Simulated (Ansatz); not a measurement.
# AlN (F-43m) in Ansatz: further runs

Aim: see how the results for AlN move with the level of theory and the settings. Levels: LDA, PBE, PBEsol+D4. Tasks: elastic constants, phonons, single point, equation of state.

All numbers are computed with Ansatz 0.2.0; they aren't measurements. Logs are shortened: lines on timing, memory, paths and dates and some standing lists are left out, and cuts for length are marked.

**1. The crystal as given**

It takes space group F-43m (No. 216, cubic). The conventional cell has a = 4.368 Å, b = 4.368 Å, c = 4.368 Å, α = 90.00°, β = 90.00°, γ = 90.00°. Al (site symmetry -43m) is surrounded by 4 N at 1.89 Å. Around N (site symmetry -43m) lie 4 Al at 1.89 Å.

Measurements of this composition are mostly on another form, of space group No. 186.

**2. Elastic constants, LDA**

File input.yaml:

```yaml
crystal:
  lattice:
    - [0.0, 2.1839935596, 2.1839935596]
    - [2.1839935596, 0.0, 2.1839935596]
    - [2.1839935596, 2.1839935596, 0.0]
  atoms:
    - { symbol: Al, position: [0.0, 0.0, 0.0] }
    - { symbol: "N", position: [0.25, 0.25, 0.25] }
hamiltonian:
  xc: lda
  pseudopotentials: { kind: paw }
kpoints:
  mp_grid: { grid: [9, 9, 9] }
scf:
  occupations: { method: fixed }
output:
  forces: true
  stress: true
elastic:
  mode: relaxed_ion
  stencil: two_point
```

Potentials or basis: Ansatz PAW.

Run with:

```bash
$ ansatz run input.yaml --threads 2 --pin off --max-ram 5120MiB --backend cpu --events-out ev --progress --plain --runs-dir out
```

The log of the run:

```text
Warning: RAYON_NUM_THREADS=2 ignored (pool sized by the plan → 2); use --threads N
Engine: ansatz 0.2.0, x86_64-unknown-linux-gnu
Pseudopotentials: kind: paw
Pseudopotential: Al, paw, valence charge 3, recommended cutoff 420 eV (normal), Al.paw.azcp
Pseudopotential: N, paw, valence charge 5, recommended cutoff 420 eV (normal), N.paw.azcp
Functional definition: SPW92
  exchange = slater_x
  correlation = pw_c
Crystal: 2 atoms, lattice volume = 20.835 Å³
Basis set: ecut = 420 eV, 411 PW (Γ)
Bands: 8, of which v1, the nominal top of the filled ones, is band 4 counted from 1 (3 counted from 0)
Symmetry: 24 space group operations
Space group: F-43m (ITA 216), of the structure as read, at distance tolerance 2.8e-5 Å
k-points: 35 of 729 (time reversal used)
Non-local potential: Al, projectors of the file, l = 0: 2, l = 1: 2, l = 2: 1
Non-local potential: N, projectors of the file, l = 0: 2, l = 1: 2, l = 2: 1
PAW form: soft (Blöchl's): semilocal exchange-correlation on the pseudo side does not see the compensation charge
PAW frozen core: Al, regenerated for the run's functional, and the local potential with it (the file was generated under x = pbe(κ = 0.804, μ = 0.2195149727645171), c = pbe(β = 0.06672455060314922))
PAW frozen core: N, regenerated for the run's functional, and the local potential with it (the file was generated under x = pbe(κ = 0.804, μ = 0.2195149727645171), c = pbe(β = 0.06672455060314922))
PAW one-centre angular grid: Al, 110 points (default); XC on 64 Gauss nodes
PAW one-centre angular grid: N, 110 points (default); XC on 64 Gauss nodes
Initial density: superposition of atomic densities (neutral atoms: chi_scale 0, normalization atom), corrected by the library's trained network
Initial wavefunctions: pseudopotential atomic-orbital guess
Functional: x = slater, c = lda
SCF iter   1: F=—  HF=-889.813544 eV  |F-HF|=—  |Δ(HF+E_count)|=         —  Δρ=8.86e-3  dr2=1.87e-2  ethr=1.77e-3  ⟨swp⟩=4.6  Hψ=1873  notcnv=0  defer=4
preconditioner: auto → none  [insulator: Δε(μ)=3.293 eV  Ē_g=15.146 eV  n_scr=0 (ndim 8)  ℏωp=23.0 eV  f_vac=0.000  ε∞_Penn≈3.3]
SCF iter   2: F=—  HF=-889.808714 eV  |F-HF|=—  |Δ(HF+E_count)|=   4.83e-3  Δρ=4.88e-3  dr2=2.80e-3  ethr=2.34e-4  ⟨swp⟩=2.5  Hψ=677  notcnv=0  defer=68
SCF iter   3: F=—  HF=-889.807813 eV  |F-HF|=—  |Δ(HF+E_count)|=   9.01e-4  Δρ=1.49e-3  dr2=1.81e-4  ethr=3.50e-5  ⟨swp⟩=2.5  Hψ=461  notcnv=0  defer=63
SCF iter   4: F=—  HF=-889.807730 eV  |F-HF|=—  |Δ(HF+E_count)|=   8.37e-5  Δρ=1.06e-4  dr2=8.89e-7  ethr=2.27e-6  ⟨swp⟩=2.9  Hψ=434  notcnv=0  defer=47
SCF iter   5: F=—  HF=-889.807729 eV  |F-HF|=—  |Δ(HF+E_count)|=   2.94e-7  Δρ=5.67e-6  dr2=2.73e-9  ethr=1.11e-8  ⟨swp⟩=1.9  Hψ=322  notcnv=0
SCF iter   6: F=—  HF=-889.807729 eV  |F-HF|=—  |Δ(HF+E_count)|=  9.28e-10  Δρ=4.39e-7  dr2=1.21e-11  ethr=3.41e-11  ⟨swp⟩=2.2  Hψ=372  notcnv=0
SCF iter   7: F=—  HF=-889.807729 eV  |F-HF|=—  |Δ(HF+E_count)|=  4.55e-12  Δρ=4.26e-8  dr2=2.28e-13  ethr=1.52e-13 (applied; sched 1.00e-12)  ⟨swp⟩=1.4  Hψ=303  notcnv=0
SCF iter   8: F=-889.807729 eV  HF=-889.807729 eV  |F-HF|=2.27e-13  |Δ(HF+E_count)|=  1.14e-13  Δρ=1.12e-9  dr2=1.20e-16  ethr=1.00e-12  ⟨swp⟩=5.0  Hψ=1286  notcnv=0
SCF 1 converged in 8 iterations: F = -889.807729 eV  dr2 = 1.20e-16
Crystal: 2 atoms, lattice volume = 20.793 Å³
Symmetry: 8 space group operations
k-points: 75 of 729 (time reversal used)
Initial density: handed on by an earlier stage of this run
Initial wavefunctions: those handed on with the density
iter 1 solved again at ethr=6.92e-7 eV; its pass at ethr=3.10e-3 eV (dr2=5.54e-5 eV) is discarded
SCF iter   1: F=—  HF=-889.808566 eV  |F-HF|=—  |Δ(HF+E_count)|=         —  Δρ=4.96e-4  dr2=5.76e-5  ethr=6.92e-7  ⟨swp⟩=2.2  Hψ=4423  notcnv=0  defer=114
preconditioner: auto → none  [insulator: Δε(μ)=3.426 eV  Ē_g=15.237 eV  n_scr=0 (ndim 8)  ℏωp=23.0 eV  f_vac=0.000  ε∞_Penn≈3.3]
SCF iter   2: F=—  HF=-889.808552 eV  |F-HF|=—  |Δ(HF+E_count)|=   1.47e-5  Δρ=2.45e-4  dr2=9.11e-6  ethr=6.92e-7  ⟨swp⟩=2.1  Hψ=868  notcnv=0  defer=38
SCF iter   3: F=—  HF=-889.808548 eV  |F-HF|=—  |Δ(HF+E_count)|=   3.32e-6  Δρ=6.01e-5  dr2=5.99e-7  ethr=1.14e-7  ⟨swp⟩=2.7  Hψ=882  notcnv=0  defer=1
SCF iter   4: F=—  HF=-889.808548 eV  |F-HF|=—  |Δ(HF+E_count)|=   6.13e-7  Δρ=5.92e-6  dr2=3.60e-9  ethr=7.48e-9  ⟨swp⟩=2.0  Hψ=835  notcnv=0  defer=1
SCF iter   5: F=—  HF=-889.808548 eV  |F-HF|=—  |Δ(HF+E_count)|=  6.57e-11  Δρ=3.02e-7  dr2=7.55e-12  ethr=4.50e-11  ⟨swp⟩=1.3  Hψ=651  notcnv=0  defer=1
SCF iter   6: F=—  HF=-889.808548 eV  |F-HF|=—  |Δ(HF+E_count)|=  7.96e-13  Δρ=5.74e-8  dr2=2.28e-13  ethr=9.43e-14 (applied; sched 1.00e-12)  ⟨swp⟩=2.4  Hψ=857  notcnv=0  defer=1
SCF iter   7: F=-889.808548 eV  HF=-889.808548 eV  |F-HF|=0.00e0  |Δ(HF+E_count)|=  1.14e-13  Δρ=3.23e-9  dr2=1.72e-15  ethr=1.00e-12  ⟨swp⟩=3.9  Hψ=1623  notcnv=0
SCF 2 converged in 7 iterations: F = -889.808548 eV  dr2 = 1.72e-15
Crystal: 2 atoms, lattice volume = 20.876 Å³
iter 1 solved again at ethr=4.79e-11 eV; its pass at ethr=3.10e-3 eV (dr2=3.83e-9 eV) is discarded
SCF iter   1: F=—  HF=-889.806629 eV  |F-HF|=—  |Δ(HF+E_count)|=         —  Δρ=1.07e-5  dr2=2.89e-9  ethr=4.79e-11  ⟨swp⟩=2.3  Hψ=4490  notcnv=0  defer=80
preconditioner: auto → none  [insulator: Δε(μ)=3.421 eV  Ē_g=15.195 eV  n_scr=0 (ndim 8)  ℏωp=23.0 eV  f_vac=0.000  ε∞_Penn≈3.3]
SCF iter   2: F=—  HF=-889.806629 eV  |F-HF|=—  |Δ(HF+E_count)|=   1.52e-9  Δρ=5.22e-6  dr2=7.58e-10  ethr=3.61e-11  ⟨swp⟩=1.9  Hψ=813  notcnv=0  defer=80
SCF iter   3: F=—  HF=-889.806629 eV  |F-HF|=—  |Δ(HF+E_count)|=  7.19e-10  Δρ=1.46e-6  dr2=3.86e-10  ethr=9.48e-12  ⟨swp⟩=2.5  Hψ=872  notcnv=0  defer=80
SCF iter   4: F=—  HF=-889.806629 eV  |F-HF|=—  |Δ(HF+E_count)|=  1.13e-10  Δρ=1.61e-7  dr2=1.44e-12  ethr=4.83e-12  ⟨swp⟩=2.6  Hψ=868  notcnv=0  defer=80
SCF iter   5: F=-889.806629 eV  HF=-889.806629 eV  |F-HF|=0.00e0  |Δ(HF+E_count)|=  1.14e-13  Δρ=4.07e-9  dr2=1.04e-15  ethr=1.00e-12  ⟨swp⟩=2.8  Hψ=2104  notcnv=0
SCF 3 converged in 5 iterations: F = -889.806629 eV  dr2 = 1.04e-15
Symmetry: 4 space group operations
k-points: 125 of 729 (time reversal used)
Initial wavefunctions: pseudopotential atomic-orbital guess (no wavefunctions were taken with the density)
iter 1 solved again at ethr=1.79e-6 eV; its pass at ethr=3.10e-3 eV (dr2=1.43e-4 eV) is discarded
SCF iter   1: F=—  HF=-889.807677 eV  |F-HF|=—  |Δ(HF+E_count)|=         —  Δρ=9.62e-4  dr2=1.40e-4  ethr=1.79e-6  ⟨swp⟩=1.9  Hψ=9048  notcnv=0  defer=134
preconditioner: auto → none  [insulator: Δε(μ)=3.425 eV  Ē_g=15.215 eV  n_scr=0 (ndim 8)  ℏωp=23.0 eV  f_vac=0.000  ε∞_Penn≈3.3]
SCF iter   2: F=—  HF=-889.807617 eV  |F-HF|=—  |Δ(HF+E_count)|=   6.00e-5  Δρ=3.68e-4  dr2=1.90e-5  ethr=1.75e-6  ⟨swp⟩=1.8  Hψ=1310  notcnv=0  defer=8
SCF iter   3: F=—  HF=-889.807608 eV  |F-HF|=—  |Δ(HF+E_count)|=   9.72e-6  Δρ=1.58e-5  dr2=2.51e-8  ethr=2.37e-7  ⟨swp⟩=2.1  Hψ=1503  notcnv=0
SCF iter   4: F=—  HF=-889.807607 eV  |F-HF|=—  |Δ(HF+E_count)|=   5.33e-7  Δρ=3.16e-6  dr2=1.05e-9  ethr=3.14e-10  ⟨swp⟩=1.7  Hψ=1298  notcnv=0
SCF iter   5: F=—  HF=-889.807607 eV  |F-HF|=—  |Δ(HF+E_count)|=  1.71e-11  Δρ=1.48e-6  dr2=4.13e-10  ethr=1.31e-11  ⟨swp⟩=2.6  Hψ=1459  notcnv=0
SCF iter   6: F=—  HF=-889.807607 eV  |F-HF|=—  |Δ(HF+E_count)|=  1.25e-10  Δρ=2.57e-7  dr2=2.18e-12  ethr=5.17e-12  ⟨swp⟩=2.6  Hψ=1441  notcnv=0
SCF iter   7: F=-889.807607 eV  HF=-889.807607 eV  |F-HF|=0.00e0  |Δ(HF+E_count)|=  9.09e-13  Δρ=1.72e-8  dr2=2.56e-14  ethr=1.00e-12  ⟨swp⟩=4.0  Hψ=2932  notcnv=0
SCF 4 converged in 7 iterations: F = -889.807607 eV  dr2 = 2.56e-14
relax step   1: F+E_penalty+E_count = -889.80760698 eV  Δ(F+E_penalty+E_count) = +0.000e0 eV  max|allowed force component| = 1.665e-2 eV/Å  Δτ_max = 0.0000 Å  (7 SCF iters, accepted)
iter 1 solved again at ethr=2.94e-9 eV; its pass at ethr=3.10e-3 eV (dr2=2.36e-7 eV) is discarded
SCF iter   1: F=—  HF=-889.807612 eV  |F-HF|=—  |Δ(HF+E_count)|=         —  Δρ=3.45e-5  dr2=2.46e-7  ethr=2.94e-9  ⟨swp⟩=1.0  Hψ=6996  notcnv=0  defer=1
preconditioner: auto → none  [insulator: Δε(μ)=3.421 eV  Ē_g=15.215 eV  n_scr=0 (ndim 8)  ℏωp=23.0 eV  f_vac=0.000  ε∞_Penn≈3.3]
SCF iter   2: F=—  HF=-889.807612 eV  |F-HF|=—  |Δ(HF+E_count)|=   1.04e-7  Δρ=1.02e-5  dr2=1.77e-8  ethr=2.94e-9  ⟨swp⟩=2.1  Hψ=1379  notcnv=0  defer=1
SCF iter   3: F=—  HF=-889.807612 eV  |F-HF|=—  |Δ(HF+E_count)|=   6.43e-9  Δρ=2.10e-6  dr2=3.70e-10  ethr=2.22e-10  ⟨swp⟩=2.3  Hψ=1392  notcnv=0  defer=1
SCF iter   4: F=—  HF=-889.807612 eV  |F-HF|=—  |Δ(HF+E_count)|=  5.09e-11  Δρ=2.46e-7  dr2=1.02e-11  ethr=4.62e-12  ⟨swp⟩=1.4  Hψ=1171  notcnv=0  defer=1
[... 31 lines left out ...]
iter 1 solved again at ethr=3.76e-8 eV; its pass at ethr=3.10e-3 eV (dr2=3.00e-6 eV) is discarded
SCF iter   1: F=—  HF=-889.807619 eV  |F-HF|=—  |Δ(HF+E_count)|=         —  Δρ=1.23e-4  dr2=3.13e-6  ethr=3.76e-8  ⟨swp⟩=1.0  Hψ=6996  notcnv=0  defer=1
SCF iter   2: F=—  HF=-889.807618 eV  |F-HF|=—  |Δ(HF+E_count)|=   1.16e-6  Δρ=3.66e-5  dr2=2.26e-7  ethr=3.76e-8  ⟨swp⟩=2.0  Hψ=1374  notcnv=0
SCF iter   3: F=—  HF=-889.807617 eV  |F-HF|=—  |Δ(HF+E_count)|=   1.05e-6  Δρ=7.48e-6  dr2=4.70e-9  ethr=2.83e-9  ⟨swp⟩=2.2  Hψ=1389  notcnv=0
SCF iter   4: F=—  HF=-889.807617 eV  |F-HF|=—  |Δ(HF+E_count)|=  5.41e-10  Δρ=6.70e-7  dr2=6.63e-11  ethr=5.88e-11  ⟨swp⟩=1.0  Hψ=1014  notcnv=0
SCF iter   5: F=—  HF=-889.807617 eV  |F-HF|=—  |Δ(HF+E_count)|=  1.93e-12  Δρ=5.28e-7  dr2=5.29e-11  ethr=8.28e-13 (applied; sched 1.00e-12)  ⟨swp⟩=2.0  Hψ=1499  notcnv=0
SCF iter   6: F=—  HF=-889.807617 eV  |F-HF|=—  |Δ(HF+E_count)|=  1.32e-11  Δρ=2.16e-7  dr2=8.92e-12  ethr=6.61e-13 (applied; sched 1.00e-12)  ⟨swp⟩=1.5  Hψ=1132  notcnv=0
SCF iter   7: F=—  HF=-889.807617 eV  |F-HF|=—  |Δ(HF+E_count)|=  2.61e-12  Δρ=4.50e-8  dr2=3.85e-13  ethr=1.12e-13 (applied; sched 1.00e-12)  ⟨swp⟩=2.0  Hψ=1399  notcnv=0
SCF iter   8: F=-889.807617 eV  HF=-889.807617 eV  |F-HF|=2.27e-13  |Δ(HF+E_count)|=  2.27e-13  Δρ=5.67e-9  dr2=5.94e-15  ethr=1.00e-12  ⟨swp⟩=4.0  Hψ=2871  notcnv=0
SCF 9 converged in 8 iterations: F = -889.807617 eV  dr2 = 5.94e-15
relax step   2: F+E_penalty+E_count = -889.80761673 eV  Δ(F+E_penalty+E_count) = -9.750e-6 eV  max|allowed force component| = 5.143e-8 eV/Å  Δτ_max = 0.0006 Å  (8 SCF iters, accepted)
iter 1 solved again at ethr=1.00e-12 eV; its pass at ethr=3.10e-3 eV (dr2=5.47e-15 eV) is discarded
SCF iter   1: F=—  HF=-889.807617 eV  |F-HF|=—  |Δ(HF+E_count)|=         —  Δρ=5.65e-9  dr2=5.89e-15  ethr=1.00e-12  ⟨swp⟩=1.8  Hψ=7312  notcnv=0  defer=1
SCF iter   2: F=-889.807617 eV  HF=-889.807617 eV  |F-HF|=1.14e-13  |Δ(HF+E_count)|=  1.14e-13  Δρ=2.22e-9  dr2=9.82e-16  ethr=1.00e-12  ⟨swp⟩=3.6  Hψ=2624  notcnv=0
SCF 10 converged in 2 iterations: F = -889.807617 eV  dr2 = 9.82e-16
SCF converged after 8 iterations
Free energy (F): -889.807729 eV
Harris-Foulkes:  -889.807729 eV  (|F-HF|=2.27e-13)
Internal energy: -889.807729 eV  (E = F + TS)
E sigma→0 (E₀):  -889.807729 eV
Fermi energy:    6.676008 eV
--- Per-component energies (eV) ---
  E_band       = 13.336451
  E_kinetic    = 158.763618
  E_local      = -223.417181  (includes V_loc(G=0)·N_el)
  E_nonlocal   = 57.505242
  E_hartree    = 76.301651
  E_xc         = -100.518547
  E_vxc        = -107.484136  (∫ρ·V_xc dr)
  E_paw        = -561.974809  (= ΣΔE_a)
  E_vpaw       = -24.634485  (= ΣTr[D̂ρ^β])
  E_aug_tail   = 0.000091  (compensation charges beyond the density's cutoff)
  E_ewald      = -296.603555
  E_core_change = 0.135761  (= ΣΔE_core)
  E_smearing   = -0.000000  (= −TS)
  E_closure    = 0.000000  (closes the sum)
  Σ components = -889.807729   (vs F -889.807729, Δ=0.00e0)
--- Forces (eV/Å), atoms counted from 1 ---
  atom   1  Al     0.00000000    -0.00000000     0.00000000
  atom   2  N     -0.00000000     0.00000000    -0.00000000
  max |Σ_I F_I| component: 2.13e-16 eV/Å
--- Stress (GPa, compression-positive) ---
       -3.593504      -0.000000      -0.000000
       -0.000000      -3.593504       0.000000
       -0.000000       0.000000      -3.593504
  P = ⅓ Tr σ = -3.5935 GPa (-35.935 kbar)
--- Band table (eV; the first three rows and the last of 35) ---
  k-point 0: bands = ["-8.1395", "6.6760", "6.6760", "6.6760", "10.9052", "19.0345", "19.0345", "19.0345"]
  k-point 1: bands = ["-7.9556", "5.7136", "6.6127", "6.6127", "11.6706", "18.5733", "19.1851", "19.1851"]
  k-point 2: bands = ["-7.4385", "3.8887", "6.4612", "6.4612", "12.8608", "17.6940", "18.9875", "18.9875"]
  k-point 34: bands = ["-5.3716", "2.5502", "3.3898", "4.3177", "12.6460", "17.5709", "18.0959", "19.4358"]
--- Elastic constants: 2 strain directions × 2 members + reference (group order 24) ---
  dense FFT box of the reference and of every strained cell: 24×24×24
  strains applied: 11, 23; error gains: componentwise 1.00 (the most a stress slope's error grows in a printed constant), spectral 1.73 (1 for all six strains in a standard setting)
  C = ∂σ_k/∂η_j (tension-positive GPa; Voigt order 11 22 33 23 13 12):
       286.204    150.486    150.486      0.000      0.000     -0.000
       150.486    286.204    150.486      0.000      0.000     -0.000
       150.486    150.486    286.204      0.000      0.000     -0.000
        -0.000     -0.000     -0.000    183.683     -0.000     -0.000
        -0.000     -0.000     -0.000      0.000    183.683      0.000
         0.000     -0.000     -0.000      0.000      0.000    183.683
  reference stress σ⁰ (GPa):      3.594      3.594      3.594     -0.000      0.000      0.000
  C* (energy form; C + prestress term) asymmetry max|C*_kj − C*_jk| = 5.684e-14 GPa — a small one proves nothing (zero by symmetry where the batch's group is 432, −43m or m−3m); a large one is finite-difference/SCF noise where every solve meets its electron count
  moduli (Voigt/Reuss/Hill, GPa): K = 195.73/195.73/195.73   G = 137.35/109.16/123.26   E = 305.61   ν = 0.240
  mechanically stable: yes (min eigenvalue of sym C = 135.72 GPa)
  strain η (Voigt 11):  stress-route row diagonal C_11 = 286.20 GPa, energy-path curvature d²(F+E_count+ΔE)/dδ²/Ω₀ = 286.66 GPa
         δ    σ_11 (GPa)             F (eV)   n_scf  n_hpsi   n_pw
    -2.000e-3       3.0225        -889.8085479       7   10671    419   relax 0 steps, max|allowed force component| 8.33e-17 eV/Å
     2.000e-3       4.1673        -889.8066290       5    9679    419   relax 0 steps, max|allowed force component| 2.22e-16 eV/Å
  strain η (Voigt 23):  stress-route row diagonal C_44 = 183.68 GPa, energy-path curvature d²(F+E_count+ΔE)/dδ²/Ω₀ = 181.83 GPa
         δ    σ_23 (GPa)             F (eV)   n_scf  n_hpsi   n_pw
    -2.000e-3      -0.3674        -889.8076167       2   10821    419   relax 3 steps, max|allowed force component| 1.27e-7 eV/Å
     2.000e-3       0.3674        -889.8076167       2   10818    419   relax 2 steps, max|allowed force component| 5.14e-8 eV/Å
```

Run time: 35 s. Hardware: 2 threads of Intel Xeon at 2.50GHz (Skylake/Cascade Lake), shared host; peak memory 0.34 GiB.

What came out:

```
Free energy                     : -889.8077 eV
Pressure                        : -3.6 GPa
Band gap on the k mesh          : 3.43 eV, indirect (least direct gap 4.23 eV)
Elastic constants C11, C12, C44 : 286, 150, 184 GPa
Voigt bulk modulus              : 196 GPa
```

Elastic tensor in Voigt notation (GPa, in the Cartesian axes of the cell as first typed):
```
286 150 150   0   0   0
150 286 150   0   0   0
150 150 286   0   0   0
  0   0   0 184   0   0
  0   0   0   0 184   0
  0   0   0   0   0 184
```

Caveat: the cell is more than 3 GPa from zero pressure, which shifts response properties; odd divisions of the mesh miss points on the zone boundary, where band edges often lie, so the gap on the mesh can be too wide; the pressure holds a Pulay correction of +0.7 GPa for the finite cutoff; the PAW data sets come from PBE, with cores solved anew for the run's functional, which leaves a small shift of forces and pressure. A k mesh can miss the band edges.

(Part 1 of 2 ends here.)
